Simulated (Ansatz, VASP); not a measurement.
# AlN: VASP beside Ansatz, part 2 of 2

One calculation is typed for both programs; each brings its own data sets. How far apart do they land? The cell is taken from a series of runs on this material, whose earlier steps may have relaxed, scaled, displaced or heated it; both programs get it as it stands.

VASP 6.6.1 and Ansatz 0.2.0.

So far: Starting point; VASP: zone-centre phonons, LDA, pair 1.

### Step 3. Ansatz: zone-centre phonons, LDA, pair 1

Level of this step: Ansatz beside VASP: Kohn-Sham DFT, plane waves, LDA (Ansatz).

Ansatz runs on its PAW soft_1 files.

The same cell, functional (in two slightly different forms) and mesh now go to Ansatz, which takes its cutoff from its data sets.

input.yaml reads:

```yaml
crystal:
  lattice:
    - [0.0, 2.1953328672, 2.1059132275]
    - [2.1953328672, 0.0, 2.1059132275]
    - [2.1953328672, 2.1953328672, 0.0]
  atoms:
    - { symbol: "N", position: [0.25, 0.25, 0.25] }
    - { symbol: Al, position: [0.0, 0.0, 0.0] }
kpoints:
  mp_grid: { grid: [12, 12, 12] }
hamiltonian:
  xc: lda
  pseudopotentials: { kind: paw, azcp: { folder: soft_1 }, xc_functional: pbe }
scf:
  occupations: { method: fixed }
output:
  eigenvalues: true
phonons:
  method: dfpt
  dielectric: true
  rigid_motions: translations
```

Run with:

```sh
ansatz run input.yaml --threads 4 --pin off --max-ram 10240MiB --backend cpu --events-out ev --progress --plain --runs-dir out
```

Numbers of over 12 decimals in the logs are rounded to 6 here.

What it wrote:

```text
Engine: ansatz 0.2.0, aarch64-unknown-linux-gnu
Pseudopotentials: kind: paw
Pseudopotential: N, paw, valence charge 5, recommended cutoff 420 eV (normal), soft_1/N.paw.azcp
Pseudopotential: Al, paw, valence charge 3, recommended cutoff 420 eV (normal), soft_1/Al.paw.azcp
Functional definition: SPW92
  exchange = slater_x
  correlation = pw_c
Crystal: 2 atoms, lattice volume = 20.299 Å³
Basis set: ecut = 420 eV, 395 PW (Γ), exchange–correlation on 48×48×48 points (8 copies of the dense FFT grid, shifted against one another)
Bands: 8, of which v1, the nominal top of the filled ones, is band 4 counted from 1 (3 counted from 0)
Symmetry: 8 space group operations
k-points: 868 of 1728 (irreducible under 1 space group operation, time reversal used)
Non-local potential: N, projectors of the file, l = 0: 2, l = 1: 2, l = 2: 1
Non-local potential: Al, projectors of the file, l = 0: 2, l = 1: 2, l = 2: 1
PAW form: soft (Blöchl's): semilocal exchange-correlation on the pseudo side does not see the compensation charge
PAW frozen core: N, regenerated for the run's functional, and the local potential with it (the file was generated under x = pbe(κ = 0.804, μ = 0.219515), c = pbe(β = 0.066725))
PAW frozen core: Al, regenerated for the run's functional, and the local potential with it (the file was generated under x = pbe(κ = 0.804, μ = 0.219515), c = pbe(β = 0.066725))
PAW one-centre angular grid: N, 110 points (default); XC on 64 Gauss nodes
PAW one-centre angular grid: Al, 110 points (default); XC on 64 Gauss nodes
Initial density: superposition of atomic densities (chi_scale 0.1, normalization cell, long waves kept (reshape's long-wave potential 0.00 eV rms))
Initial wavefunctions: pseudopotential atomic-orbital guess
Functional: x = slater, c = lda
SCF iter   1: F=—  HF=-891.338578 eV  |F-HF|=—  |Δ(HF+E_count)|=         —  Δρ=1.38e-1  dr2=4.68e0  ethr=3.10e-3  ⟨swp⟩=4.1  Hψ=45214  notcnv=0  defer=24
preconditioner: auto → none  [insulator: Δε(μ)=5.445 eV  Ē_g=16.690 eV  n_scr=0 (ndim 8)  ℏωp=23.3 eV  f_vac=0.000  ε∞_Penn≈3.0]
SCF iter   2: F=—  HF=-890.046082 eV  |F-HF|=—  |Δ(HF+E_count)|=    1.29e0  Δρ=7.75e-2  dr2=7.38e-1  ethr=3.10e-3  ⟨swp⟩=2.7  Hψ=21628  notcnv=0  defer=1262
SCF iter   3: F=—  HF=-889.821961 eV  |F-HF|=—  |Δ(HF+E_count)|=   2.24e-1  Δρ=2.22e-2  dr2=5.13e-2  ethr=3.10e-3  ⟨swp⟩=2.4  Hψ=15230  notcnv=0  defer=1505
SCF iter   4: F=—  HF=-889.801474 eV  |F-HF|=—  |Δ(HF+E_count)|=   2.05e-2  Δρ=8.42e-4  dr2=4.58e-5  ethr=6.41e-4  ⟨swp⟩=2.0  Hψ=9831  notcnv=0  defer=1732
SCF iter   5: F=—  HF=-889.801445 eV  |F-HF|=—  |Δ(HF+E_count)|=   2.89e-5  Δρ=2.67e-4  dr2=5.33e-6  ethr=5.72e-7  ⟨swp⟩=2.0  Hψ=10408  notcnv=0  defer=1694
SCF iter   6: F=—  HF=-889.801442 eV  |F-HF|=—  |Δ(HF+E_count)|=   3.20e-6  Δρ=2.64e-5  dr2=6.67e-8  ethr=6.66e-8  ⟨swp⟩=2.0  Hψ=10416  notcnv=0  defer=86
SCF iter   7: F=—  HF=-889.801442 eV  |F-HF|=—  |Δ(HF+E_count)|=   1.21e-7  Δρ=4.34e-6  dr2=1.73e-9  ethr=8.34e-10  ⟨swp⟩=2.0  Hψ=9923  notcnv=0  defer=40
SCF iter   8: F=-889.801442 eV  HF=-889.801442 eV  |F-HF|=6.82e-13  |Δ(HF+E_count)|=  2.22e-10  Δρ=1.29e-7  dr2=1.28e-12  ethr=1.25e-12  ⟨swp⟩=5.7  Hψ=30289  notcnv=0
SCF 1 converged in 8 iterations: F = -889.801442 eV  dr2 = 1.28e-12
  greatest PAW one-centre occupation: 0.783 electrons in one spin orbital (limit 2), on the N atom at site 0 (counted from 0), in its partial waves of l = 0
NSCF: frozen V_eff on 3 k-points
DFPT response loops at Γ: preconditioner auto → none (the input reference at scf.mixing.eps_inf says where Resta's filter doesn't serve); β = 0.50; Broyden in place of MSR1
SCF converged after 8 iterations
Free energy (F): -889.801442 eV
Harris-Foulkes:  -889.801442 eV  (|F-HF|=6.82e-13)
Internal energy: -889.801442 eV  (E = F + TS)
E sigma→0 (E₀):  -889.801442 eV
Fermi energy:    7.057814 eV
--- Per-component energies (eV) ---
  E_band       = 15.142870
  E_kinetic    = 157.111686
  E_local      = -207.138607  (includes V_loc(G=0)·N_el)
  E_nonlocal   = 46.826427
  E_hartree    = 75.465229
  E_xc         = -98.225909
  E_vxc        = -106.953263  (∫ρ·V_xc dr)
  E_paw        = -564.716373  (= ΣΔE_a)
  E_vpaw       = -25.634680  (= ΣTr[D̂ρ^β])
  E_aug_tail   = 0.000847  (compensation charges beyond the density's cutoff)
  E_ewald      = -299.260504
  E_core_change = 0.135761  (= ΣΔE_core)
  E_smearing   = -0.000000  (= −TS)
  E_closure    = 0.000000  (closes the sum)
  Σ components = -889.801442   (vs F -889.801442, Δ=0.00e0)
--- Band table (eV; the first three rows and the last of 868) ---
  k-point 0: bands = ["-8.0168", "6.8970", "6.8970", "7.0578", "11.4024", "19.5339", "19.5797", "19.5797"]
  k-point 1: bands = ["-7.9095", "6.3607", "6.8511", "6.9817", "11.8716", "19.2562", "19.6524", "19.6951"]
  k-point 2: bands = ["-7.5983", "5.0926", "6.7300", "6.9009", "12.7829", "18.5987", "19.5541", "19.8891"]
  k-point 867: bands = ["-5.8225", "0.9457", "6.2911", "6.6299", "14.3890", "16.9013", "17.6955", "18.5617"]
--- Phonons (Γ-DFPT): 4 representative perturbations + reference, on 868 of 1728 k-points (Σ response iterations 12) ---
  k mesh reduced under 1 symmetry operation, with k and −k counted as one. Each operation leaves every solved perturbation unchanged. A smaller set is not considered because the run solves the response to a homogeneous field
  ASR residual: 7.895e-5 → 0.000e0 eV/Å²; symmetrization residual: 9.955e-7 eV/Å²
  ASR residual per site (eV/Å²): 7.90e-5 1.84e-5
  Γ frequencies (cm⁻¹): 0.00 0.00 0.00 656.62 678.21 678.21
  ε∞ (high-frequency dielectric tensor):
        4.520290    -0.000000     0.000000
       -0.000000     4.520290     0.000000
       -0.000000     0.000000     4.562011
  ε⁰ (static dielectric tensor: ions relaxed, cell fixed):
        8.250338    -0.000000    -0.000000
       -0.000000     8.250338     0.000000
       -0.000000     0.000000     8.473097
  ε⁰ − ε∞ (ionic part):
        3.730048    -0.000000    -0.000000
       -0.000000     3.730048     0.000000
       -0.000000     0.000000     3.911086
  softest optical mode at Γ: 656.62 cm⁻¹; the repairs (sum rule, projections) moved no ω² at Γ by more than (1.28 cm⁻¹)²
  Born effective charges Z* (e; rows j = field, columns β = displacement):
    site 0:
        -2.55460    0.00000    0.00000
        -0.00000   -2.55460    0.00000
         0.00000   -0.00000   -2.53257
    site 1:
         2.55460   -0.00000    0.00000
         0.00000    2.55460   -0.00000
        -0.00000    0.00000    2.53257
  Z* charge neutrality: 8.204e-6 e pre-enforcement
  k-mesh period / interband length: 36.5 Å / 1.68 Å = 21.79 at k = (0.0000, 0.0000, 0.0000), direct gap 4.345 eV — 14 or more, which is no proof of convergence
  optical modes at Γ without the LO–TO term, one row a degenerate level:
      ω (cm⁻¹)  modes    IR ((D/Å)²/amu)
        656.62      1            16.0486
        678.21      2            32.6579
  optical modes at Γ + LO–TO along q̂ = [1.0000, 0.0000, 0.0000]:
      ω (cm⁻¹)  modes    IR ((D/Å)²/amu)
        656.62      1            16.0486
        678.21      1            16.3289
        916.26      1            16.3289
  optical modes at Γ + LO–TO along q̂ = [0.0000, 1.0000, 0.0000]:
      ω (cm⁻¹)  modes    IR ((D/Å)²/amu)
        656.62      1            16.0486
        678.21      1            16.3289
        916.26      1            16.3289
  optical modes at Γ + LO–TO along q̂ = [0.0000, 0.0000, 1.0000]:
      ω (cm⁻¹)  modes    IR ((D/Å)²/amu)
        678.21      2            32.6579
        894.86      1            16.0486
```

### Step 4. Differences

Known differences besides the potentials themselves: the two LDA forms differ slightly; fixed occupations in Ansatz, narrow Gaussian smearing in VASP; the cutoff is 420 eV in Ansatz and 600 eV in VASP; VASP's log shows a relativistic correction to its local exchange, Ansatz's none. Total energies have different zeros and are not compared.

Both answers:

| quantity | Ansatz | VASP | difference |
| --- | --- | --- | --- |
| ε∞ xx | 4.52 | 4.52 | +0.02 % |
| ε∞ yy | 4.52 | 4.52 | +0.02 % |
| ε∞ zz | 4.56 | 4.56 | -0.01 % |
| Born charge of N1 (mean of the diagonal) (e) | -2.55 | -2.53 | -0.01 |
| Born charge of Al2 (mean of the diagonal) (e) | 2.55 | 2.53 | +0.01 |
| optical mode 1 (cm⁻¹) | 656.6 | 662.1 | -0.83 % |
| optical mode 2 to 3 (cm⁻¹) | 678.2 | 684.0 | -0.85 % |

Modes are paired by rising frequency, not by their patterns, so a pair may set unlike modes beside each other; they are those without the splitting of longitudinal modes.

### Step 5. VASP: zone-centre phonons, LDA, pair 2

Second derivatives magnify differences that forces hide, and they need a tight electronic threshold. The cell compared in this pair holds 20.25 Å³, against 20.30 Å³ for the pair before.

INCAR reads:

```
SYSTEM = AlN
PREC = Accurate
ENCUT = 600
EDIFF = 1E-08
NELM = 120
ISMEAR = 0
SIGMA = 0.01
LREAL = .FALSE.
ALGO = Normal
GGA = CA
NBANDS = 10
LORBIT = 11
LWAVE = .FALSE.
LCHARG = .FALSE.
ISIF = 2
IBRION = 8
LEPSILON = .TRUE.
LASPH = .TRUE.
GGA_COMPAT = .FALSE.
EFERMI = MIDGAP
KPAR = 2
```

POSCAR reads:

```
AlN
1.0
    0.0000000000      2.2038807595      2.0842027819
    2.2038807595      0.0000000000      2.0842027819
    2.2038807595      2.2038807595      0.0000000000
N Al
1 1
Direct
    0.2500000000      0.2500000000      0.2500000000
    0.0000000000      0.0000000000      0.0000000000
```

KPOINTS reads:

```
Automatic mesh
0
Gamma
12 12 12
0 0 0
```

PAW data sets: N and Al (LDA family, release 64).

Run with:

```sh
mpirun -np 2 vasp_std
```

What it wrote:

```text
[... set-up lines as in an earlier step ...]
 entering main loop
       N       E                     dE             d eps       ncg     rms          rms(c)
DAV:   1     0.120922452609E+02    0.12092E+02   -0.43891E+03  3316   0.763E+02
DAV:   2    -0.180507822527E+02   -0.30143E+02   -0.28919E+02  3956   0.140E+02
DAV:   3    -0.189400822737E+02   -0.88930E+00   -0.88775E+00  3840   0.234E+01
DAV:   4    -0.189439513724E+02   -0.38691E-02   -0.38689E-02  3646   0.184E+00
[...]
DAV:  10    -0.163581595079E+02   -0.19989E-04   -0.57052E-05  3526   0.578E-02    0.402E-02
DAV:  11    -0.163581583153E+02    0.11926E-05   -0.12547E-06  3652   0.829E-03    0.759E-03
DAV:  12    -0.163581583185E+02   -0.31830E-08   -0.36244E-08  3718   0.156E-03
   1 F= -.16358158E+02 E0= -.16358158E+02  d E =0.000000E+00
 Linear response reoptimize wavefunctions to high precision
DAV:   1    -0.163581583142E+02    0.42794E-08   -0.17379E-08  3636   0.872E-04
DAV:   2    -0.163581583142E+02   -0.19725E-10   -0.89766E-11  1868   0.107E-04
 Linear response G [H, r] |phi>, progress :
  Direction:   1
[...]
force on displaced ion       2 direction 1 : -16.031   0.000   0.000
 Born effective charge ion    2 direction 1 :   2.544   0.000   0.000
 Linear response progress:
  Degree of freedom:   4/  4
       N       E                     dE             d eps       ncg     rms          rms(c)
RMM:   1    -0.584157438005E-02   -0.58416E-02   -0.53011E-03 12855   0.656E-01
RMM:   2    -0.529524965345E-02    0.54632E-03   -0.20399E-04  8588   0.112E-01    0.879E-02
RMM:   3    -0.519827156341E-02    0.96978E-04   -0.46896E-05  8974   0.480E-02    0.478E-02
RMM:   4    -0.520724641962E-02   -0.89749E-05   -0.40165E-05  8918   0.456E-02    0.750E-03
RMM:   5    -0.520671522433E-02    0.53120E-06   -0.76842E-07  9103   0.695E-03    0.738E-04
RMM:   6    -0.520568097788E-02    0.10342E-05   -0.59985E-09  9129   0.611E-04    0.331E-04
RMM:   7    -0.520472793129E-02    0.95305E-06   -0.30663E-09  9241   0.390E-04    0.270E-05
RMM:   8    -0.520474035992E-02   -0.12429E-07   -0.44719E-11  9387   0.376E-05    0.104E-05
RMM:   9    -0.520473556430E-02    0.47956E-08    0.63523E-11  9728   0.116E-05    0.663E-07
 first order change of Fermi-energy   0.11962E-03
 force on displaced ion       2 direction 3 :  -0.000  -0.000 -14.672
 Born effective charge ion    2 direction 3 :   0.000   0.000   2.519
 Born effective charges drift removed
 Linear response finished
```

Parts of OUTCAR (step 5):

```text
  Total        0.0789135      0.0789135      0.8457519      0.0000000      0.0000000      0.0000000
  in kB        6.2447602      6.2447602     66.9279296      0.0000000      0.0000000      0.0000000
  external PRESSURE =      26.4724833 kB  Pullay stress =       0.0000000 kB

 POSITION                                       TOTAL-FORCE (eV/Angst)
 -----------------------------------------------------------------------------------
      1.10194      1.10194      1.04210        -0.000000     -0.000000      0.000000
      0.00000      0.00000      0.00000         0.000000      0.000000     -0.000000
 -----------------------------------------------------------------------------------
    total drift:                               -0.000000     -0.000000     -0.000009

 MACROSCOPIC STATIC DIELECTRIC TENSOR (including local field effects in DFT)
 ------------------------------------------------------
           4.515252     0.000000    -0.000000
           0.000000     4.515252    -0.000000
           0.000000     0.000000     4.578200
 ------------------------------------------------------

 MACROSCOPIC STATIC DIELECTRIC TENSOR IONIC CONTRIBUTION
 ------------------------------------------------------
           3.606996    -0.000000    -0.000000
          -0.000000     3.606996    -0.000000
          -0.000000    -0.000000     3.865717
 ------------------------------------------------------

[... 1 part as in an earlier step ...]

[... 1 further part left out ...]
```

### Step 6. Ansatz: zone-centre phonons, LDA, pair 2

The same cell, functional (in two slightly different forms) and mesh now go to Ansatz, which takes its cutoff from its data sets.

The cell is taken from a series of runs on this material, whose earlier steps may have relaxed, scaled, displaced or heated it; both programs get it as it stands.

input.yaml, the sections that differ from step 3:

```yaml
crystal:
  lattice:
    - [0.0, 2.2038807595, 2.0842027819]
    - [2.2038807595, 0.0, 2.0842027819]
    - [2.2038807595, 2.2038807595, 0.0]
  atoms:
    - { symbol: "N", position: [0.25, 0.25, 0.25] }
    - { symbol: Al, position: [0.0, 0.0, 0.0] }
# kpoints, hamiltonian, scf, output, phonons: as in step 3
```

Run with:

```sh
ansatz run input.yaml --threads 4 --pin off --max-ram 10240MiB --backend cpu --events-out ev --progress --plain --runs-dir out
```

What it wrote:

```text
[...]
Crystal: 2 atoms, lattice volume = 20.246 Å³
Basis set: ecut = 420 eV, 395 PW (Γ), exchange–correlation on 48×48×48 points (8 copies of the dense FFT grid, shifted against one another)
Bands: 8, of which v1, the nominal top of the filled ones, is band 4 counted from 1 (3 counted from 0)
Symmetry: 8 space group operations
k-points: 868 of 1728 (irreducible under 1 space group operation, time reversal used)
[...]
optical modes at Γ + LO–TO along q̂ = [1.0000, 0.0000, 0.0000]:
      ω (cm⁻¹)  modes    IR ((D/Å)²/amu)
[...]
optical modes at Γ + LO–TO along q̂ = [0.0000, 1.0000, 0.0000]:
      ω (cm⁻¹)  modes    IR ((D/Å)²/amu)
[...]
681.83      1            16.3901
        920.42      1            16.3901
  optical modes at Γ + LO–TO along q̂ = [0.0000, 0.0000, 1.0000]:
      ω (cm⁻¹)  modes    IR ((D/Å)²/amu)
        681.83      2            32.7802
        891.48      1            16.0355
[key lines of the parts left out:]
SCF converged after 8 iterations
Free energy (F): -889.794304 eV
Fermi energy:    7.124073 eV
```

### Step 7. Differences

Both answers:

| quantity | Ansatz | VASP | difference |
| --- | --- | --- | --- |
| ε∞ xx | 4.52 | 4.52 | +0.03 % |
| ε∞ yy | 4.52 | 4.52 | +0.03 % |
| ε∞ zz | 4.58 | 4.58 | -0.02 % |
| Born charge of N1 (mean of the diagonal) (e) | -2.55 | -2.54 | -0.01 |
| Born charge of Al2 (mean of the diagonal) (e) | 2.55 | 2.54 | +0.01 |
| optical mode 1 (cm⁻¹) | 652.4 | 657.9 | -0.83 % |
| optical mode 2 to 3 (cm⁻¹) | 681.8 | 687.7 | -0.85 % |

Modes are paired by rising frequency, not by their patterns, so a pair may set unlike modes beside each other; they are those without the splitting of longitudinal modes.

### Step 8. Summary of results

* r.m.s. difference of the optical zone-centre modes, each program's sorted by frequency (zone-centre phonons, LDA, pair 1): 5.7 cm⁻¹
* difference in optical mode 2 to 3 (zone-centre phonons, LDA, pair 1): -0.9 %
* r.m.s. difference of the optical zone-centre modes, each program's sorted by frequency (zone-centre phonons, LDA, pair 2): 5.7 cm⁻¹
* difference in optical mode 2 to 3 (zone-centre phonons, LDA, pair 2): -0.9 %

What this shows: The r.m.s. difference of the optical zone-centre modes, each program's sorted by frequency is 5.7 cm⁻¹ (zone-centre phonons, LDA, pair 1). Among the rows given in per cent, the largest difference of the zone-centre phonons, LDA, pair 1 pair is in optical mode 2 to 3, -0.9 %. Among the rows given in per cent, the largest difference of the zone-centre phonons, LDA, pair 2 pair is in optical mode 2 to 3, -0.9 %. How closely two codes agree says nothing of how well the functional describes the real material.

[Lines on the potential files, build, host, timing and source positions are cut from VASP's logs without a mark.]

[Logs are printed without paths, hosts, clocks, repeated set-up lines and the standing remarks that a program may print on its own settings, such as how far it seeks lower states.]

[Hosts, paths, dates, database ids (printed as entryN), source tags and the programs' standing remarks are cut or masked in the printed files.]
